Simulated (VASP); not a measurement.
The system is Mg3Sb2.

```
CELL_PARAMETERS angstrom
4.58200 0.00000 0.00000
-2.29100 3.96813 0.00000
0.00000 0.00000 7.24400
ATOMIC_POSITIONS crystal
Mg 0.33333 0.66667 0.63000
Mg 0.66667 0.33333 0.37000
Mg 0.00000 0.00000 0.00000
Sb 0.33333 0.66667 0.23500
Sb 0.66667 0.33333 0.76500
```

| Quantity | Value |
| --- | --- |
| Program | VASP 6.6.1 |
| Task | relaxation of cell and atoms |
| Functional | PBE |
| Potentials or basis | VASP PAW PBE potentials, release 64 (Mg, Sb) |
| Cutoff | 300 eV |
| k mesh | 5 × 5 × 3 |
| Occupations | gaussian, width 0.03 eV |
| Spin | no spin polarisation |

At the start: pressure 1.0 GPa; volume 26.34 Å³/atom.

Problem. How do energy, volume and symmetry change on relaxing?

Solution. Over 11 steps the energy falls by 7.6 meV/atom and the volume is 26.61 Å³/atom (+1.0 %); space group P-3m1 (No. 164, to 0.05 Å).

The path:
| step | energy change (eV) | largest force (eV/Å) | pressure (GPa) | volume (Å³) |
| --- | --- | --- | --- | --- |
| 1 | 0.0000 | 0.4821 | 0.96 | 131.71 |
| 2 | -0.0254 | 0.2362 | -0.25 | 134.73 |
| 3 | -0.0261 | 0.1894 | -0.48 | 135.38 |
| 4 | -0.0332 | 0.1220 | -0.24 | 134.34 |
| 5 | -0.0367 | 0.0328 | 0.10 | 132.99 |
| 6 | -0.0379 | 0.0079 | 0.00 | 133.18 |
| 7 | -0.0380 | 0.0057 | -0.06 | 133.28 |
| 8 | -0.0380 | 0.0043 | -0.05 | 133.27 |
| 9 | -0.0380 | 0.0026 | -0.04 | 133.26 |
| 10 | -0.0380 | 0.0037 | -0.04 | 133.26 |
| 11 | -0.0380 | 0.0029 | 0.02 | 133.07 |

Final structure:
```
Mg Sb
1.0
     4.60056    0.00000    0.00000
    -2.30028    3.98420    0.00000
     0.00000    0.00000    7.25982
Mg Sb
3 2
Cartesian
  0.0000 2.6561 4.5916
  2.3003 1.3281 2.6682
  0.0000 0.0000 0.0000
  0.0000 2.6561 1.6376
  2.3003 1.3281 5.6223
```
